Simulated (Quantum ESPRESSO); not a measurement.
# MgO (Fm-3m) in Quantum ESPRESSO: settings compared, part 2 of 2

Quantum ESPRESSO 7.5. Earlier steps stand in the parts before.

## Step 3: Band structure, rPW86PBE+rVV10

File pw.in:

```
&CONTROL
  calculation = 'scf'
  prefix = 'pwscf'
  outdir = './tmp'
  pseudo_dir = './pseudo'
  tprnfor = .true.
  tstress = .true.
  disk_io = 'low'
/
&SYSTEM
  ibrav = 0
  nat = 2
  ntyp = 2
  ecutwfc = 88
  nbnd = 14
  input_dft = 'rvv10'
  occupations = 'smearing'
  smearing = 'fd'
  degauss = 0.00367493
/
&ELECTRONS
  conv_thr = 4d-10
  electron_maxstep = 120
  mixing_beta = 0.5
/
ATOMIC_SPECIES
Mg    24.3050 Mg_ONCV_PBE-1.2.upf
O     15.9990 O_ONCV_PBE-1.2.upf
CELL_PARAMETERS angstrom
   0.0000000000    2.0970013927    2.0970013927
   2.0970013927    0.0000000000    2.0970013927
   2.0970013927    2.0970013927    0.0000000000
ATOMIC_POSITIONS angstrom
Mg     0.0000000000    0.0000000000    0.0000000000
O      2.0970013927    2.0970013927    2.0970013927
K_POINTS automatic
11 11 11 0 0 0
```

File bands.in:

```
&CONTROL
  calculation = 'bands'
  prefix = 'pwscf'
  outdir = './tmp'
  pseudo_dir = './pseudo'
  disk_io = 'low'
  verbosity = 'high'
/
&SYSTEM
  ibrav = 0
  nat = 2
  ntyp = 2
  ecutwfc = 88
  nbnd = 14
  input_dft = 'rvv10'
  occupations = 'smearing'
  smearing = 'fd'
  degauss = 0.00367493
/
&ELECTRONS
  conv_thr = 1d-08
  electron_maxstep = 120
  mixing_beta = 0.5
  diago_full_acc = .true.
  startingwfc = 'random'
/
ATOMIC_SPECIES
Mg    24.3050 Mg_ONCV_PBE-1.2.upf
O     15.9990 O_ONCV_PBE-1.2.upf
CELL_PARAMETERS angstrom
   0.0000000000    2.0970013927    2.0970013927
   2.0970013927    0.0000000000    2.0970013927
   2.0970013927    2.0970013927    0.0000000000
ATOMIC_POSITIONS angstrom
Mg     0.0000000000    0.0000000000    0.0000000000
O      2.0970013927    2.0970013927    2.0970013927
K_POINTS crystal
60
 0.0000000000  0.0000000000  0.0000000000 1
 0.0625000000  0.0000000000  0.0625000000 1
 0.1250000000  0.0000000000  0.1250000000 1
 0.1875000000  0.0000000000  0.1875000000 1
 0.2500000000  0.0000000000  0.2500000000 1
 0.3125000000  0.0000000000  0.3125000000 1
 0.3750000000  0.0000000000  0.3750000000 1
 0.4375000000  0.0000000000  0.4375000000 1
 0.5000000000  0.0000000000  0.5000000000 1
 0.5000000000  0.0625000000  0.5625000000 1
 0.5000000000  0.1250000000  0.6250000000 1
 0.5000000000  0.1875000000  0.6875000000 1
 0.5000000000  0.2500000000  0.7500000000 1
 0.4375000000  0.3125000000  0.7500000000 1
 0.3750000000  0.3750000000  0.7500000000 1
 0.3375000000  0.3375000000  0.6750000000 1
 0.3000000000  0.3000000000  0.6000000000 1
 0.2625000000  0.2625000000  0.5250000000 1
 0.2250000000  0.2250000000  0.4500000000 1
 0.1875000000  0.1875000000  0.3750000000 1
 0.1500000000  0.1500000000  0.3000000000 1
 0.1125000000  0.1125000000  0.2250000000 1
 0.0750000000  0.0750000000  0.1500000000 1
 0.0375000000  0.0375000000  0.0750000000 1
 0.0000000000  0.0000000000  0.0000000000 1
 0.0625000000  0.0625000000  0.0625000000 1
 0.1250000000  0.1250000000  0.1250000000 1
 0.1875000000  0.1875000000  0.1875000000 1
 0.2500000000  0.2500000000  0.2500000000 1
 0.3125000000  0.3125000000  0.3125000000 1
 0.3750000000  0.3750000000  0.3750000000 1
 0.4375000000  0.4375000000  0.4375000000 1
 0.5000000000  0.5000000000  0.5000000000 1
 0.5250000000  0.4500000000  0.5250000000 1
 0.5500000000  0.4000000000  0.5500000000 1
 0.5750000000  0.3500000000  0.5750000000 1
 0.6000000000  0.3000000000  0.6000000000 1
 0.6250000000  0.2500000000  0.6250000000 1
 0.5833333333  0.2500000000  0.6666666667 1
 0.5416666667  0.2500000000  0.7083333333 1
 0.5000000000  0.2500000000  0.7500000000 1
 0.5000000000  0.2857142857  0.7142857143 1
 0.5000000000  0.3214285714  0.6785714286 1
 0.5000000000  0.3571428571  0.6428571429 1
 0.5000000000  0.3928571429  0.6071428571 1
 0.5000000000  0.4285714286  0.5714285714 1
 0.5000000000  0.4642857143  0.5357142857 1
 0.5000000000  0.5000000000  0.5000000000 1
 0.4821428571  0.4821428571  0.5357142857 1
 0.4642857143  0.4642857143  0.5714285714 1
 0.4464285714  0.4464285714  0.6071428571 1
 0.4285714286  0.4285714286  0.6428571429 1
 0.4107142857  0.4107142857  0.6785714286 1
 0.3928571429  0.3928571429  0.7142857143 1
 0.3750000000  0.3750000000  0.7500000000 1
 0.6250000000  0.2500000000  0.6250000000 1
 0.5937500000  0.1875000000  0.5937500000 1
 0.5625000000  0.1250000000  0.5625000000 1
 0.5312500000  0.0625000000  0.5312500000 1
 0.5000000000  0.0000000000  0.5000000000 1
```

Potentials or basis: SG15 PBE 1.2.

Run with:

```
$ OMP_NUM_THREADS=1 pw.x -in pw.in > pw.out
$ OMP_NUM_THREADS=1 pw.x -in bands.in > bands.out
```

Wall time 34 s (1 thread of Arm Neoverse V2, shared host); peak memory 0.09 GiB.

The run converged. Its results:

```
Free energy             : -1918.8873 eV
Pressure                : 6.1 GPa
Band gap on the k mesh  : 4.90 eV, direct
Band gap along the path : 4.90 eV, direct
```

Levels at the corners of the path, in eV from the valence-band top:
```tsv
point	band 4	band 5	band 6	band 7	band 8	band 9	band 10	band 11	band 12	band 13
Γ	-39.17	-17.24	0.00	0.00	0.00	4.90	16.00	16.00	16.00	20.02
X	-39.20	-15.67	-4.07	-1.35	-1.35	9.30	10.11	13.25	19.12	19.12
W	-39.20	-15.60	-2.95	-2.95	-1.77	11.81	11.81	12.30	15.68	22.16
K	-39.19	-15.64	-3.48	-2.71	-1.14	10.26	11.91	12.69	18.28	18.48
Γ	-39.17	-17.24	0.00	0.00	0.00	4.90	16.00	16.00	16.00	20.02
L	-39.18	-15.89	-4.63	-0.65	-0.65	8.06	12.75	16.47	16.47	21.15
U	-39.19	-15.64	-3.48	-2.71	-1.14	10.26	11.91	12.69	18.28	18.48
W	-39.20	-15.60	-2.95	-2.95	-1.77	11.81	11.81	12.30	15.68	22.16
L	-39.18	-15.89	-4.63	-0.65	-0.65	8.06	12.75	16.47	16.47	21.15
K	-39.19	-15.64	-3.48	-2.71	-1.14	10.26	11.91	12.69	18.28	18.48
U	-39.19	-15.64	-3.48	-2.71	-1.14	10.26	11.91	12.69	18.28	18.48
X	-39.20	-15.67	-4.07	-1.35	-1.35	9.30	10.11	13.25	19.12	19.12
```

Caveat: the potentials were made for another functional, which shifts forces and pressure.

## Step 4: Band structure, rev-vdW-DF2

Edit pw.in of step 3 so:

```diff
@@ -15,3 +15,3 @@
   nbnd = 14
-  input_dft = 'rvv10'
+  input_dft = 'vdw-df2-b86r'
   occupations = 'smearing'
```

File pp_density.in:

```
&INPUTPP
  prefix = 'pwscf'
  outdir = './tmp'
  filplot = 'density.dat'
  plot_num = 0
/
&PLOT
  nfile = 1
  filepp(1) = 'density.dat'
  iflag = 3
  output_format = 6
  fileout = 'density.cube'
/
```

File pp_potential.in:

```
&INPUTPP
  prefix = 'pwscf'
  outdir = './tmp'
  filplot = 'potential.dat'
  plot_num = 11
/
&PLOT
  nfile = 1
  filepp(1) = 'potential.dat'
  iflag = 3
  output_format = 6
  fileout = 'potential.cube'
/
```

File pp_elf.in:

```
&INPUTPP
  prefix = 'pwscf'
  outdir = './tmp'
  filplot = 'elf.dat'
  plot_num = 8
/
&PLOT
  nfile = 1
  filepp(1) = 'elf.dat'
  iflag = 3
  output_format = 6
  fileout = 'elf.cube'
/
```

Edit bands.in of step 3 so:

```diff
@@ -14,3 +14,3 @@
   nbnd = 14
-  input_dft = 'rvv10'
+  input_dft = 'vdw-df2-b86r'
   occupations = 'smearing'
```

Run with:

```
$ OMP_NUM_THREADS=1 pw.x -in pw.in > pw.out
$ OMP_NUM_THREADS=1 pp.x -in pp_density.in > pp_density.out
$ OMP_NUM_THREADS=1 pp.x -in pp_potential.in > pp_potential.out
$ OMP_NUM_THREADS=1 pp.x -in pp_elf.in > pp_elf.out
$ OMP_NUM_THREADS=1 pw.x -in bands.in > bands.out
```

It took 5 min on 1 thread of Arm Neoverse V2, shared host; peak memory 0.1 GiB.

It converged, with:

```yaml
Free_energy: -1916.8818 eV
Pressure: 3.5 GPa
Band_gap_on_the_k_mesh: 4.92 eV, direct
Band_gap_along_the_path: 4.92 eV, direct
```

Levels at the corners of the path, in eV from the valence-band top:
```
point  band 4  band 5  band 6  band 7  band 8  band 9  band 10  band 11  band 12  band 13
    Γ  -38.94  -17.25    0.00    0.00    0.00    4.92    15.94    15.94    15.94    19.95
    X  -38.97  -15.67   -4.09   -1.36   -1.36    9.24    10.13    13.28    19.18    19.18
    W  -38.98  -15.60   -2.97   -2.97   -1.79   11.80    11.80    12.34    15.72    22.17
    K  -38.97  -15.64   -3.50   -2.73   -1.15   10.23    11.94    12.70    18.33    18.50
    Γ  -38.94  -17.25    0.00    0.00    0.00    4.92    15.94    15.94    15.94    19.95
    L  -38.95  -15.89   -4.66   -0.66   -0.66    8.05    12.79    16.48    16.48    21.17
    U  -38.97  -15.64   -3.50   -2.73   -1.15   10.23    11.94    12.70    18.33    18.50
    W  -38.98  -15.60   -2.97   -2.97   -1.79   11.80    11.80    12.34    15.72    22.17
    L  -38.95  -15.89   -4.66   -0.66   -0.66    8.05    12.79    16.48    16.48    21.17
    K  -38.97  -15.64   -3.50   -2.73   -1.15   10.23    11.94    12.70    18.33    18.50
    U  -38.97  -15.64   -3.50   -2.73   -1.15   10.23    11.94    12.70    18.33    18.50
    X  -38.97  -15.67   -4.09   -1.36   -1.36    9.24    10.13    13.28    19.18    19.18
```

Caveat: the potentials were made for another functional, which shifts forces and pressure.

## Step 5: Overview

| level | rVV10 parameter b | gap on the mesh (eV) | pressure (GPa) |
| --- | --- | --- | --- |
| revPBE | - | 5.05 | 11.7 |
| rPW86PBE+rVV10 | 6.3 | 4.90 | 6.1 |
| rev-vdW-DF2 | - | 4.92 | 3.5 |

Alike in all rows: task band structure; potentials or basis SG15 PBE 1.2; no spin polarisation; cell as given; k mesh 11 × 11 × 11; cutoff (eV) 1197; smearing fermi-dirac 0.05 eV.

On the cell as given the gap runs from 4.90 eV (rPW86PBE+rVV10) to 5.05 eV (revPBE). The pressure there spans 3.5 GPa (rev-vdW-DF2) to 11.7 GPa (revPBE); a positive pressure means that this level wants a larger cell, a negative one a smaller.

Caveats: the potentials were made for another functional, which shifts forces and pressure.

Absolute energies hang on the potentials; compare differences alone.

## Step 6: Comparison with measurements

Step 2. Measured gap of MgO: 7.83 eV (quoted in “Electronic structure of alkaline earth and post-transition metal oxides”, 2009, arxiv:0908.1581). This calculation gives 5.05 eV (-2.78 eV). The value is that of revPBE, without temperature or zero-point motion. Semilocal functionals fall short of measured gaps as a rule. The cell is a database's relaxed one, not the measured one, which moves gaps too.

Step 3. A measured gap of MgO is 7.83 eV (quoted in “Electronic structure of alkaline earth and post-transition metal oxides”, 2009, arxiv:0908.1581); the calculated 4.90 eV misses it by -2.93 eV. The value is that of rPW86PBE+rVV10, without temperature or zero-point motion. The cell is a database's relaxed one, not the measured one, which moves gaps too.

Step 4. Measured gap of MgO: 7.83 eV (quoted in “Electronic structure of alkaline earth and post-transition metal oxides”, 2009, arxiv:0908.1581). This calculation gives 4.92 eV (-2.91 eV). The value is that of rev-vdW-DF2, without temperature or zero-point motion. The cell is a database's relaxed one, not the measured one, which moves gaps too.
